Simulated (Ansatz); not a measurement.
## From the elastic tensor of PtSe$_{2}$ at 11 GPa (stress–strain coefficients) to moduli and sound speeds

All numbers below come from Ansatz, DFT PBEsol, scalar-relativistic, plane waves, PAW. Cutoff 420 eV, 12×12×8 k-points (Γ-centred), Fermi-Dirac smearing of 0.15 eV. No spin polarisation.

Symmetry: P-3m1, No. 164, trigonal system. The conventional cell has a = 3.700 Å, b = 3.700 Å, c = 4.456 Å, α = 90.00°, β = 90.00°, γ = 120.00°. Pt (site symmetry -3m) has 6 Se at 2.48 Å as nearest neighbours. Se (site symmetry 3m) has 3 Pt at 2.48 Å as nearest neighbours.

In a metal, frequencies and elastic constants depend on the k mesh and the smearing, soft modes and shear constants most. Spin–orbit coupling is left out, which matters for heavy elements. A semilocal functional can close a gap that the real compound has.

Relaxed-ion constants (GPa, on the Cartesian axes of the calculation):
```
271.9 107.3 105.9 -45.5   0.0   0.0
107.3 271.9 105.9  45.5   0.0   0.0
105.9 105.9 153.3   0.0   0.0   0.0
-45.6  45.6   0.0  93.1   0.0   0.0
  0.0   0.0   0.0   0.0  93.1 -45.6
  0.0   0.0   0.0   0.0 -45.5  82.3
```

Density 11.097 g/cm³; 3 atoms in 52.83 Å³.

The values that follow are for a polycrystal of randomly turned grains, by Hill's mean where one number stands. In a crystal this anisotropic the Voigt and Reuss bounds lie far apart, so Hill's mean and the sound speeds and Debye temperature from it are rough.

| Item | Value |
| --- | --- |
| Bulk modulus, Voigt / Reuss / Hill | 148.4 / 136.2 / 142.3 GPa |
| Shear modulus, Voigt / Reuss / Hill | 78.9 / 57.0 / 68.0 GPa |
| Young's modulus | 176 GPa |
| Poisson ratio | 0.294 |
| Pugh ratio B/G | 2.09 |
| Universal anisotropy index | 2.01 |
| Longitudinal and transverse sound speeds | 4581 and 2475 m/s |
| Debye temperature from the mean sound speed | 316 K |

Cost: 1 run of about 6.4 core-minutes, on Intel Xeon Platinum 8488C (Sapphire Rapids) (shared hosts).

Compressed PtSe₂ remains stiffer within the layers than across them, with 271.9 GPa along the in-plane axes against 153.3 GPa along c. Covalent Pt–Se bonds carry in-plane strain, whereas strain along c can be taken up largely in the gap between facing Se sheets. Hydrostatic compression therefore still shortens c more readily than a. Yet the crystal is no longer a stack of easily sliding sheets: the shear constant for layer sliding, 93.1 GPa, even exceeds the in-plane one, 82.3 GPa. This suggests substantial Se–Se repulsion and p-orbital overlap across the narrowed gap.

The large coupling constant of about 45 GPa in magnitude mixes these two shears and produces a combined shear much softer than either diagonal value implies. This accounts for much of the gap between the Voigt and Reuss shear moduli. The tensor satisfies the conditions for stability against small homogeneous strains at this pressure, but that doesn't exclude phonon instabilities at finite wavevector.
